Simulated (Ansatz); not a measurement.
# W (Im-3m) in Ansatz: notebook

The runs below take W through relaxation of cell and atoms, single point, with PBE+D4, PBE.

Program: Ansatz 0.2.0. These are calculated values, not measurements. Logs are shortened: lines on timing, memory, paths and dates and some standing lists are left out, and cuts for length are marked.

### 1 The crystal as given

Symmetry: Im-3m, No. 229, cubic system. Conventional cell: a = 3.165 Å, b = 3.165 Å, c = 3.165 Å, α = 90.00°, β = 90.00°, γ = 90.00°. W (site symmetry m-3m) has 8 W at 2.74 Å as nearest neighbours.

### 2 Relaxation of cell and atoms, PBE+D4

The input, input.yaml:

```yaml
crystal:
  lattice:
    - [-1.582345, 1.582345, 1.582345]
    - [1.582345, -1.582345, 1.582345]
    - [1.582345, 1.582345, -1.582345]
  atoms:
    - { symbol: W, position: [0.0, 0.0, 0.0] }
kpoints:
  mp_grid: { grid: [12, 12, 12] }
scf:
  occupations: { method: fermi_dirac, width: 0.05 }
hamiltonian:
  xc: pbe
  dispersion: d4
  pseudopotentials: { kind: all_electron, lapw: { basis_error: 0.001 } }
output:
  forces: true
  stress: true
relax:
  f_tol: 0.005
  max_steps: 60
  cell: {}
```

Potentials or basis: all-electron LAPW, scalar-relativistic.

On the command line:

```
$ ansatz run input.yaml --threads 1 --pin off --max-ram 3072MiB --backend cpu --events-out ev --progress --plain --runs-dir out
```

Output:

```text
Warning: RAYON_NUM_THREADS=1 ignored (pool sized by the plan → 1); use --threads N
The last accepted step is kept in <dir> (removed where the run ends without a failure and the disk answers)
LAPW: plane waves up to 9.023 Å⁻¹, error target 1.0e-3 eV per atom; small_component_spin mean_spin; W in spheres of 1.329 Å, 44 of its electrons in bands, Dirac shells [] (how accurate: hamiltonian.pseudopotentials.lapw.basis_error, Limitations)
Engine: ansatz 0.2.0, aarch64-unknown-linux-gnu
Pseudopotentials: kind: all_electron
Pseudopotential: W, LAPW, valence charge 44, lapw/all_electron/scalar/gaussian/W, Koelling and Harmon's equation, gaussian nucleus
Functional definition: PBE
  parameter kappa = 0.804
  parameter beta = 0.06672455060314922
  exchange = pbe_x(kappa = kappa, mu = beta*pi^2/3)
  correlation = pbe_c(beta = beta)
Crystal: 1 atoms, lattice volume = 15.848 Å³
Basis set: ecut = 310.1799359679743 eV, 201 PW (Γ), exchange–correlation at level 2
Bands: 27, of which v1, the nominal top of the filled ones, is band 22 counted from 1 (21 counted from 0)
Symmetry: 48 space group operations
Space group: Im-3m (ITA 229), of the structure as read, at distance tolerance 2.5e-5 Å
k-points: 72 of 1728
Non-local potential: W, projectors of the file, none
Initial density: superposition of atomic densities (chi_scale 0.1, normalization cell)
Initial wavefunctions: plane waves of lowest kinetic energy (no species holds an atomic orbital)
Functional: x = pbe(κ = 0.804, μ = 0.2195149727645171), c = pbe(β = 0.06672455060314922)
iter 1 solved again at ethr=3.31e-4 eV; its pass at ethr=1.00e-1 eV (dr2=1.46e-1 eV) is discarded
SCF iter   1: F=—  HF=-439203.134562 eV  |F-HF|=—  |Δ(HF+E_count)|=         —  Δρ=4.02e-2  dr2=1.46e-1  ethr=3.31e-4  ⟨swp⟩=2.9  Hψ=11866  notcnv=0
preconditioner: auto → Kerker (q_TF=auto, 3.234 Å⁻¹)  [metal: Δε(μ)=0.116 eV  Ē_g=31.473 eV  σ=0.050 eV  W_gap=0.46  n_scr=12 (ndim 8)  ℏωp=47.6 eV  f_vac=0.000  D(μ)=0.35/eV (n_scr^D=0)]
SCF iter   2: F=—  HF=-439202.955971 eV  |F-HF|=—  |Δ(HF+E_count)|=   1.79e-1  Δρ=2.13e-2  dr2=4.62e-2  ethr=3.31e-4  ⟨swp⟩=2.0  Hψ=6050  notcnv=0
SCF iter   3: F=—  HF=-439202.943898 eV  |F-HF|=—  |Δ(HF+E_count)|=   1.21e-2  Δρ=1.26e-2  dr2=1.95e-2  ethr=1.05e-4  ⟨swp⟩=2.0  Hψ=5692  notcnv=0
SCF iter   4: F=—  HF=-439202.938007 eV  |F-HF|=—  |Δ(HF+E_count)|=         —  Δρ=7.01e-3  dr2=7.00e-3  ethr=4.42e-5  ⟨swp⟩=2.0  Hψ=5647  notcnv=0
the basis was enlarged: its passes take 871.6 KiB over the memory plan, 1 of 1 planned eigensolver slots
iter 5 solved again at ethr=1.56e-6 eV; its pass at ethr=1.59e-5 eV (dr2=6.87e-4 eV) is discarded
SCF iter   5: F=—  HF=-439202.939198 eV  |F-HF|=—  |Δ(HF+E_count)|=   1.19e-3  Δρ=1.99e-3  dr2=6.86e-4  ethr=1.56e-6  ⟨swp⟩=2.0  Hψ=9584  notcnv=0
SCF iter   6: F=—  HF=-439202.939255 eV  |F-HF|=—  |Δ(HF+E_count)|=   5.70e-5  Δρ=4.96e-4  dr2=2.37e-5  ethr=1.56e-6  ⟨swp⟩=2.0  Hψ=5697  notcnv=0
SCF iter   7: F=—  HF=-439202.939256 eV  |F-HF|=—  |Δ(HF+E_count)|=   1.71e-6  Δρ=9.69e-5  dr2=7.80e-7  ethr=5.38e-8  ⟨swp⟩=2.0  Hψ=5697  notcnv=0
SCF iter   8: F=-439202.939257 eV  HF=-439202.939257 eV  |F-HF|=2.50e-9  |Δ(HF+E_count)|=   2.38e-7  Δρ=1.42e-5  dr2=1.61e-8  ethr=1.77e-9  ⟨swp⟩=2.0  Hψ=5697  notcnv=0
SCF 1 converged in 8 iterations: F = -439202.939257 eV  dr2 = 1.61e-8
[... 23 lines left out ...]
SCF iter   3: F=—  HF=-439202.939395 eV  |F-HF|=—  |Δ(HF+E_count)|=   1.68e-6  Δρ=6.87e-5  dr2=7.67e-7  ethr=3.38e-9  ⟨swp⟩=2.0  Hψ=5697  notcnv=0
SCF iter   4: F=—  HF=-439202.939395 eV  |F-HF|=—  |Δ(HF+E_count)|=   2.67e-7  Δρ=4.42e-5  dr2=3.39e-7  ethr=1.30e-9  ⟨swp⟩=2.0  Hψ=5697  notcnv=0
SCF iter   5: F=-439202.939395 eV  HF=-439202.939395 eV  |F-HF|=2.56e-9  |Δ(HF+E_count)|=   1.46e-9  Δρ=1.82e-5  dr2=5.99e-8  ethr=5.74e-10  ⟨swp⟩=2.0  Hψ=5697  notcnv=0
SCF 3 converged in 5 iterations: F = -439202.939395 eV  dr2 = 5.99e-8
relax step   3: F+E_penalty+E_count = -439202.93939495 eV  Δ(F+E_penalty+E_count) = -1.383e-4 eV  max|allowed force component| = 0.000e0 eV/Å  Δτ_max = 0.0000 Å  P = -0.011 GPa  Ω = 15.801 Å³  (5 SCF iters, accepted)
iter 1 solved again at ethr=2.78e-11 eV; its pass at ethr=1.00e-1 eV (dr2=1.22e-8 eV) is discarded
SCF iter   1: F=—  HF=-439202.939395 eV  |F-HF|=—  |Δ(HF+E_count)|=         —  Δρ=1.13e-5  dr2=1.51e-8  ethr=2.78e-11  ⟨swp⟩=6.3  Hψ=12218  notcnv=0
preconditioner: auto → Kerker (q_TF=auto, 3.236 Å⁻¹)  [metal: Δε(μ)=0.040 eV  Ē_g=32.263 eV  σ=0.050 eV  W_gap=0.19  n_scr=12 (ndim 8)  ℏωp=47.6 eV  f_vac=0.000  D(μ)=0.64/eV (n_scr^D=0)]
SCF iter   2: F=-439202.939395 eV  HF=-439202.939395 eV  |F-HF|=1.16e-10  |Δ(HF+E_count)|=   1.14e-8  Δρ=8.05e-6  dr2=8.51e-9  ethr=2.78e-11  ⟨swp⟩=2.0  Hψ=5697  notcnv=0
SCF 4 converged in 2 iterations: F = -439202.939395 eV  dr2 = 8.51e-9
relax step   4: F+E_penalty+E_count = -439202.93939494 eV  Δ(F+E_penalty+E_count) = +5.006e-9 eV  max|allowed force component| = 0.000e0 eV/Å  Δτ_max = 0.0000 Å  P = -0.011 GPa  Ω = 15.801 Å³  stress off target by 1.07e-2 GPa  SCF on the basis re-selected at this cell (its energy is not comparable with the rows above)  (2 SCF iters)
basis re-selected at this cell: Δ(F+E_penalty+E_count) = +5.006e-9 eV, ΔP = +0.000 GPa vs the last step (what re-selecting the basis moved, after the strain that the cell walked since its last selection, with what the two solves' SCF thresholds leave and, on support functions, any second-order correction that the steps lacked; it is no measure of the basis error at this ecutwfc). This SCF's stress stands 1.07e-2 GPa from its target on what of the cell is left free (relax.cell.stress_tol is 5.00e-2 GPa) and its largest allowed force component is 0.00e0 eV/Å (relax.f_tol is 5.00e-3 eV/Å): within both
SCF converged after 2 iterations
Free energy (F): -439202.939395 eV
Harris-Foulkes:  -439202.939395 eV  (|F-HF|=1.16e-10)
Internal energy: -439202.934464 eV  (E = F + TS)
E sigma→0 (E₀):  -439202.936930 eV
Entropy (-TS):   -0.004931 eV (-4.931 meV/atom)
Fermi energy:    29.175023 eV
--- Per-component energies (eV) ---
  E_band       = -4345.131595
  E_kinetic    = 491885.868094
  E_xc         = -8833.604340
  E_electrostatic = -922254.474134  (all electrons and nuclei)
  E_disp       = -0.724084  (pairwise vdW)
  E_smearing   = -0.004931  (= −TS)
  E_closure    = 0.000000  (closes the sum)
  E_atoms      = -439190.788623  (free atoms, spherical and without spin; not in F)
  Σ components = -439202.939395   (vs F -439202.939395, Δ=0.00e0)
  Basis errors (estimates in eV, not in F): energy 2.8e-4 per atom: plane waves 2.4e-4 (1.3e-4 summed), levels above the bands 2.7e-75, relativity 7.1e-8, radial functions 3.8e-5, core shells 6.8e-8; eigenvalues (radial functions only) 1.7e-6; not estimated: angular momenta, meshes, grids; target (lapw.basis_error) 1.0e-3; muffin-tin radii W 1.328 Å
--- Forces (eV/Å), atoms counted from 1 ---
  atom   1  W      0.00000000     0.00000000    -0.00000000
  max |Σ_I F_I| component: 4.44e-31 eV/Å
--- Stress (GPa, compression-positive) ---
       -0.010676       0.000000       0.000000
        0.000000      -0.010676       0.000000
        0.000000       0.000000      -0.010676
  P = ⅓ Tr σ = -0.0107 GPa (-0.107 kbar)
--- Relaxed structure (3 steps of the walk, 2 accepted, 1 SCFs on fresh bases) ---
  F+E_penalty+E_count = -439202.93939494 eV   max|allowed force component| = 0.000e0 eV/Å   (the final SCF, on the basis selected at the relaxed cell)
  cell:  # Å, volume = 15.8008 Å³
    - [-1.5807851064755276, 1.5807851064755276, 1.5807851064755276]
    - [1.5807851064755276, -1.5807851064755276, 1.5807851064755276]
    - [1.5807851064755276, 1.5807851064755276, -1.5807851064755276]
  atoms:
    - { symbol: W, position: [0.0, 0.0, 0.0] }
```

Wall time 27 s (1 thread of Arm Neoverse V1, shared host); peak memory 0.31 GiB.

What came out:

```
Free energy                            : -439202.9394 eV
Relaxed volume                         : 15.80 Å³/atom
Relaxed cell                           : a = 2.738 Å, b = 2.738 Å, c = 2.738 Å, α = 109.47°, β = 109.47°, γ = 109.47°
Space group after relaxing (to 0.05 Å) : Im-3m (No. 229)
Energy gained by relaxing              : 0.1 meV/atom
Ionic steps                            : 3
Pressure after relaxing                : 0.0 GPa
```

The path:
```tsv
step	energy change (eV)	largest force (eV/Å)	volume (Å³)
1	0.0000	0.0000	15.85
2	-0.0001	0.0000	15.80
3	-0.0001	0.0000	15.80
```

Final structure:
```
W
1.0
    -1.58079    1.58079    1.58079
     1.58079   -1.58079    1.58079
     1.58079    1.58079   -1.58079
W
1
Direct
  0.00000 0.00000 0.00000
```

### 3 Single point, PBE

The input, input.yaml:

```yaml
crystal:
  lattice:
    - [-1.582345, 1.582345, 1.582345]
    - [1.582345, -1.582345, 1.582345]
    - [1.582345, 1.582345, -1.582345]
  atoms:
    - { symbol: W, position: [0.0, 0.0, 0.0] }
kpoints:
  mp_grid: { grid: [5, 5, 5] }
scf:
  occupations: { method: fermi_dirac, width: 0.02 }
hamiltonian:
  xc: pbe
  pseudopotentials: { kind: all_electron, lapw: { basis_error: 0.004 } }
output:
  forces: true
  stress: true
  eigenvalues: true
```

Potentials or basis: all-electron LAPW, scalar-relativistic.

On the command line:

```
$ ansatz run input.yaml --threads 1 --pin off --max-ram 3072MiB --backend cpu --events-out ev --progress --plain --runs-dir out
```

It took 1.2 s on 1 thread of Arm Neoverse V1, shared host; peak memory 0.2 GiB.

Results (log left out):

* Free energy: -439202.2632 eV
* Pressure: 5.6 GPa
* Band gap on the k mesh: none (metal or under the smearing width)

Levels at points of the mesh, in eV from the Fermi level:
```tsv
k point	band 16	band 17	band 18	band 19	band 20	band 21	band 22	band 23
(0.00, 0.00, 0.00)	-27.77	-9.19	-0.82	-0.82	-0.82	2.68	2.68	14.93
```

Caveat: the k mesh is coarse (spacing up to 0.56 Å⁻¹), so the values aren't converged; the k mesh is thin for a metal, which can move the energy by tens of meV per atom. Spin-orbit coupling is left out, which matters for the levels of W.

### 4 Single point, PBE

The input, input.yaml:

```yaml
crystal:
  lattice:
    - [-1.582345, 1.582345, 1.582345]
    - [1.582345, -1.582345, 1.582345]
    - [1.582345, 1.582345, -1.582345]
  atoms:
    - { symbol: W, position: [0.0, 0.0, 0.0] }
kpoints:
  mp_grid: { grid: [12, 12, 12] }
scf:
  occupations: { method: gaussian, width: 0.019 }
hamiltonian:
  xc: pbe
  pseudopotentials: { kind: all_electron, lapw: { basis_error: 0.001 } }
output:
  forces: true
  stress: true
  eigenvalues: true
```

Potentials or basis: all-electron LAPW, scalar-relativistic.

On the command line:

```
$ ansatz run input.yaml --threads 1 --pin off --max-ram 3072MiB --backend cpu --events-out ev --progress --plain --runs-dir out
```

Output:

```text
Warning: RAYON_NUM_THREADS=1 ignored (pool sized by the plan → 1); use --threads N
LAPW: plane waves up to 8.665 Å⁻¹, error target 1.0e-3 eV per atom; small_component_spin mean_spin; W in spheres of 1.370 Å, 44 of its electrons in bands, Dirac shells [] (how accurate: hamiltonian.pseudopotentials.lapw.basis_error, Limitations)
[... 8 set-up lines as earlier in the session ...]
Crystal: 1 atoms, lattice volume = 15.848 Å³
Basis set: ecut = 286.0800342480645 eV, 177 PW (Γ), exchange–correlation at level 2
Bands: 27, of which v1, the nominal top of the filled ones, is band 22 counted from 1 (21 counted from 0)
[... 2 set-up lines as earlier in the session ...]
k-points: 72 of 1728
[... 4 set-up lines as earlier in the session ...]
iter 1 solved again at ethr=2.41e-4 eV; its pass at ethr=1.00e-1 eV (dr2=1.06e-1 eV) is discarded
SCF iter   1: F=—  HF=-439202.410953 eV  |F-HF|=—  |Δ(HF+E_count)|=         —  Δρ=3.60e-2  dr2=1.06e-1  ethr=2.41e-4  ⟨swp⟩=2.9  Hψ=11974  notcnv=0
preconditioner: auto → none  [insulator: Δε(μ)=0.116 eV  Ē_g=31.473 eV  σ=0.019 eV  W_gap=0.51  n_scr=12 (ndim 8)  ℏωp=47.6 eV  f_vac=0.000  D(μ)=0.87/eV (n_scr^D=12)  ε∞_Penn≈3.3]
SCF iter   2: F=—  HF=-439202.227169 eV  |F-HF|=—  |Δ(HF+E_count)|=   1.84e-1  Δρ=1.25e-2  dr2=1.07e-2  ethr=2.41e-4  ⟨swp⟩=2.1  Hψ=6053  notcnv=0
SCF iter   3: F=—  HF=-439202.216259 eV  |F-HF|=—  |Δ(HF+E_count)|=   1.09e-2  Δρ=5.47e-3  dr2=1.99e-3  ethr=2.43e-5  ⟨swp⟩=2.0  Hψ=5704  notcnv=0
iter 4 solved again at ethr=3.54e-7 eV; its pass at ethr=4.53e-6 eV (dr2=1.56e-4 eV) is discarded
SCF iter   4: F=—  HF=-439202.214037 eV  |F-HF|=—  |Δ(HF+E_count)|=         —  Δρ=1.58e-3  dr2=1.56e-4  ethr=3.54e-7  ⟨swp⟩=2.0  Hψ=9655  notcnv=0
the basis was enlarged: its passes take 871.6 KiB over the memory plan, 1 of 1 planned eigensolver slots
SCF iter   5: F=—  HF=-439202.214098 eV  |F-HF|=—  |Δ(HF+E_count)|=   6.11e-5  Δρ=2.28e-4  dr2=4.95e-6  ethr=3.54e-7  ⟨swp⟩=2.0  Hψ=5689  notcnv=0
SCF iter   6: F=—  HF=-439202.214096 eV  |F-HF|=—  |Δ(HF+E_count)|=   1.95e-6  Δρ=1.85e-5  dr2=3.69e-8  ethr=1.13e-8  ⟨swp⟩=2.0  Hψ=5689  notcnv=0
SCF iter   7: F=-439202.214096 eV  HF=-439202.214096 eV  |F-HF|=3.49e-10  |Δ(HF+E_count)|=   3.64e-8  Δρ=2.76e-6  dr2=8.85e-10  ethr=8.38e-11  ⟨swp⟩=2.1  Hψ=5696  notcnv=0
SCF 1 converged in 7 iterations: F = -439202.214096 eV  dr2 = 8.85e-10
SCF converged after 7 iterations
Free energy (F): -439202.214096 eV
Harris-Foulkes:  -439202.214096 eV  (|F-HF|=3.49e-10)
Internal energy: -439202.213801 eV  (E = F + TS)
E sigma→0 (E₀):  -439202.213949 eV
Entropy (-TS):   -0.000295 eV (-0.295 meV/atom)
Fermi energy:    29.050540 eV
--- Per-component energies (eV) ---
  E_band       = -4349.939349
  E_kinetic    = 491885.684593
  E_xc         = -8833.530468
  E_electrostatic = -922254.367926  (all electrons and nuclei)
  E_smearing   = -0.000295  (= −TS)
  E_closure    = 0.000000  (closes the sum)
  E_atoms      = -439190.788623  (free atoms, spherical and without spin; not in F)
  Σ components = -439202.214096   (vs F -439202.214096, Δ=0.00e0)
  Basis errors (estimates in eV, not in F): energy 2.6e-4 per atom: plane waves 2.2e-4 (1.1e-4 summed), levels above the bands 0.0e0, relativity 6.8e-8, radial functions 4.5e-5, core shells 2.5e-8; eigenvalues (radial functions only) 2.8e-6; not estimated: angular momenta, meshes, grids; target (lapw.basis_error) 1.0e-3; muffin-tin radii W 1.370 Å
--- Forces (eV/Å), atoms counted from 1 ---
  atom   1  W     -0.00000000     0.00000000     0.00000000
  max |Σ_I F_I| component: 6.57e-32 eV/Å
--- Stress (GPa, compression-positive) ---
        6.113469      -0.000000       0.000000
       -0.000000       6.113469       0.000000
        0.000000       0.000000       6.113469
  P = ⅓ Tr σ = 6.1135 GPa (61.135 kbar)
--- Band table (eV; the first three rows and the last of 72) ---
  k-point 0: bands = ["-388.8732", "-388.8732", "-388.8732", "-203.9556", "-203.9556", "-203.9143", "-203.9143", "-203.9143", "-44.9639", "-8.5648", "-8.5648", "-8.5648", "0.8787", "0.8787", "0.8787", "0.8987", "0.8987", "0.8987", "0.9749", "19.5315", "27.9182", "27.9182", "27.9182", "31.4101", "31.4101", "43.6567", "43.6567"]
  k-point 1: bands = ["-388.8732", "-388.8732", "-388.8732", "-203.9556", "-203.9556", "-203.9143", "-203.9143", "-203.9143", "-44.9549", "-8.6581", "-8.5939", "-8.5653", "0.8796", "0.8807", "0.8811", "0.8964", "0.8979", "0.8981", "0.9719", "19.8654", "27.7183", "27.8675", "28.2436", "31.1093", "31.4148", "43.9308", "44.2176"]
  k-point 2: bands = ["-388.8732", "-388.8732", "-388.8732", "-203.9556", "-203.9556", "-203.9143", "-203.9143", "-203.9142", "-44.9304", "-8.9074", "-8.6726", "-8.5666", "0.8815", "0.8864", "0.8865", "0.8917", "0.8954", "0.8973", "0.9641", "20.7779", "27.2155", "27.6176", "29.1948", "30.7130", "31.4609", "44.3918", "45.7952"]
  k-point 71: bands = ["-388.8732", "-388.8732", "-388.8732", "-203.9556", "-203.9556", "-203.9142", "-203.9142", "-203.9142", "-44.7286", "-9.4697", "-9.4697", "-9.4697", "0.8738", "0.8738", "0.8738", "0.8898", "0.9275", "0.9275", "0.9275", "23.3226", "23.3226", "34.3153", "34.3153", "34.3153", "37.4070", "37.4070", "37.4070"]
```

It took 9 s on 1 thread of Arm Neoverse V1, shared host; peak memory 0.29 GiB.

Results:

```yaml
Free_energy: -439202.2141 eV
Pressure: 6.1 GPa
Band_gap_on_the_k_mesh: none (metal or under the smearing width)
```

(Continued in part 2 of 2.)
